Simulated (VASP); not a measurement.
A run of VASP 6.6.1 is set up as follows.

Contents of POSCAR:

```
SnTe
1.0
    0.0000000000      3.1508500000      3.1508500000
    3.1508500000      0.0000000000      3.1508500000
    3.1508500000      3.1508500000      0.0000000000
Te Sn
1 1
Direct
    0.5000000000      0.5000000000      0.5000000000
    0.0000000000      0.0000000000      0.0000000000
```

The input INCAR.step1:

```
  AGGAC = 1.0
  AGGAX = 1.0
  ALDAC = 0.0
  ALDAX = 1.0
  ALGO = Fast
  EDIFF = 1E-7
  ENCUT = 520
  GGA = B5
  ISIF = 2
  ISMEAR = -1
  LASPH = T
  LCHARG = T
  LREAL = F
  LWAVE = F
  NELM = 100
  PREC = Accurate
  SIGMA = 0.05
```

Contents of KPOINTS.step1:

```
k-points
0
Gamma
  7 7 7
```

INCAR.step2

```
  AGGAC = 1.0
  AGGAX = 1.0
  ALDAC = 0.0
  ALDAX = 1.0
  ALGO = Fast
  EDIFF = 1E-7
  ENCUT = 520
  GGA = B5
  ICHARG = 11
  ISIF = 2
  ISMEAR = 0
  LASPH = T
  LCHARG = F
  LREAL = F
  LWAVE = F
  NELM = 100
  PREC = Accurate
  SIGMA = 0.05
```

File KPOINTS.step2:

```
path GXWKGLUWLK,UX
20
line-mode
reciprocal
 0.0000000000  0.0000000000  0.0000000000  G
 0.5000000000  0.0000000000  0.5000000000  X

 0.5000000000  0.0000000000  0.5000000000  X
 0.5000000000  0.2500000000  0.7500000000  W

 0.5000000000  0.2500000000  0.7500000000  W
 0.3750000000  0.3750000000  0.7500000000  K

 0.3750000000  0.3750000000  0.7500000000  K
 0.0000000000  0.0000000000  0.0000000000  G

 0.0000000000  0.0000000000  0.0000000000  G
 0.5000000000  0.5000000000  0.5000000000  L

 0.5000000000  0.5000000000  0.5000000000  L
 0.6250000000  0.2500000000  0.6250000000  U

 0.6250000000  0.2500000000  0.6250000000  U
 0.5000000000  0.2500000000  0.7500000000  W

 0.5000000000  0.2500000000  0.7500000000  W
 0.5000000000  0.5000000000  0.5000000000  L

 0.5000000000  0.5000000000  0.5000000000  L
 0.3750000000  0.3750000000  0.7500000000  K

 0.6250000000  0.2500000000  0.6250000000  U
 0.5000000000  0.0000000000  0.5000000000  X
```

Potentials or basis: VASP PAW PBE potentials, release 64 (Te, Sn_d).

Run with:

```sh
$ cat potpaw_PBE.64/Te/POTCAR potpaw_PBE.64/Sn_d/POTCAR > POTCAR
$ cp INCAR.step1 INCAR
$ cp KPOINTS.step1 KPOINTS
$ mpirun -np 1 vasp_std > vasp.out
$ cp INCAR.step2 INCAR
$ cp KPOINTS.step2 KPOINTS
$ mpirun -np 1 vasp_std > vasp.out
```

Q: Estimate the band gap along the path.

A: 0.06 eV, direct.

Levels at the corners of the path, in eV from the Fermi level:
```tsv
point	band 8	band 9	band 10	band 11	band 12	band 13
Γ	-2.26	-2.26	-2.26	3.18	3.18	3.18
X	-5.58	-3.81	-3.81	2.41	4.73	4.73
X	-5.58	-3.81	-3.81	2.41	4.73	4.73
W	-4.85	-4.85	-0.95	0.74	4.68	4.68
W	-4.85	-4.85	-0.95	0.74	4.68	4.68
K	-5.19	-3.32	-2.79	2.87	3.04	4.28
K	-5.19	-3.32	-2.79	2.87	3.04	4.28
Γ	-2.26	-2.26	-2.26	3.18	3.18	3.18
Γ	-2.26	-2.26	-2.26	3.18	3.18	3.18
L	-1.89	-1.89	-0.03	0.03	0.27	0.27
L	-1.89	-1.89	-0.03	0.03	0.27	0.27
U	-5.19	-3.32	-2.79	2.87	3.04	4.28
U	-5.19	-3.32	-2.79	2.87	3.04	4.28
W	-4.85	-4.85	-0.95	0.74	4.68	4.68
W	-4.85	-4.85	-0.95	0.74	4.68	4.68
L	-1.89	-1.89	-0.03	0.03	0.27	0.27
L	-1.89	-1.89	-0.03	0.03	0.27	0.27
K	-5.19	-3.32	-2.79	2.87	3.04	4.28
U	-5.19	-3.32	-2.79	2.87	3.04	4.28
X	-5.58	-3.81	-3.81	2.41	4.73	4.73
```

Caveat: the log is that of the step along the path at fixed density, whose energy, stress, charges and moments have no meaning; this odd mesh misses L, where the gap lies, so gap, dielectric constants and Born charges aren't listed; spin-orbit coupling is left out, which moves the levels of the heavy elements.

**Experimental background.**

From a printed reference work, textbook, for a bulk crystal of SnTe at 300 K: band gap 0.18 eV (direct).

Against the measured gap of SnTe, 0.18 eV (direct; 300 K; a printed reference work, textbook), the calculated 0.06 eV is off by -0.12 eV. Spin-orbit coupling on Sn, Te is left out. The value is that of BLYP, without temperature or zero-point motion. Semilocal functionals fall short of measured gaps as a rule.
